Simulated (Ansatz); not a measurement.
Crystal: CdSe (Cadmoselite).

```xyz
4
Lattice="4.3000 0.0000 0.0000 -2.1500 3.7239 0.0000 0.0000 0.0000 7.0200" Properties=species:S:1:pos:R:3 pbc="T T T"
Cd    2.1500    1.2413    3.5100
Cd    0.0000    2.4826    0.0000
Se    2.1500    1.2413    6.2127
Se    0.0000    2.4826    2.7027
```

Base run:

```yaml
Program: Ansatz 0.2.0
Functional: PBE
Potentials_or_basis: all-electron LAPW, scalar-relativistic
Cutoff: 279 eV
Density_cutoff: 1116 eV
Basis_error_allowed: 0.001 eV/atom
k_mesh: 7 × 7 × 4
Occupations: fermi-dirac, width 0.05 eV
Spin: no spin polarisation
```

Its results: band gap on the k mesh 0.70 eV, direct; pressure 3.0 GPa; largest force 0.283 eV/Å.

Question: The run is repeated on the same cell with these changes: functional from PBE to PBEsol. What comes out?

Answer: Band gap on the k mesh 0.58 eV, direct; pressure 0.2 GPa; largest force 0.265 eV/Å.

PBEsol binds more tightly than PBE, so the same cell stands under less pressure.

Caveats: an odd mesh through Γ misses points on the zone boundary, where band edges often lie.

Not every run made on this cell is shown here.
